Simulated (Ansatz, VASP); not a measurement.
**HfC in VASP and in Ansatz**

```
Hf C
1.0
     3.31214    0.00000    0.00000
    -1.65607    2.86840    0.00000
     0.00000    0.00000    5.23938
Hf C
2 2
Direct
  0.66667 0.33333 0.75000
  0.33333 0.66667 0.25000
  0.00000 0.00000 0.00000
  0.00000 0.00000 0.50000
```

Alike in both runs: functional r2SCAN; k mesh 12 × 12 × 8; occupations gaussian, width 0.1 eV; no spin polarisation.

Ansatz relaxed the structure, and its values are those at the end. VASP's run is a single point on that final structure, the one shown.

|  | VASP | Ansatz |
| --- | --- | --- |
| version | VASP 6.6.1 | Ansatz 0.2.0 |
| potentials or method | VASP PAW PBE potentials, release 64 (Hf_pv, C) | scalar-relativistic, plane waves, PAW |
| plane-wave cutoff (eV) | 520 | 500 |
| valence electrons in the cell | 28 | 60 |

|  | VASP | Ansatz | Ansatz less VASP |
| --- | --- | --- | --- |
| gap on the k mesh at the Fermi level (eV) | none | none | - |
| pressure (GPa) | -1.0 | 0.1 | +1.06 |

A gap of «none» marks a metal or a gap that the smearing closes. The two sets of potentials don't hold the same shells in valence.

Caveats: the PAW data sets were made with another functional, which shifts forces and pressure a little (VASP). The runs have no spin-orbit coupling, so splittings on Hf are missing.
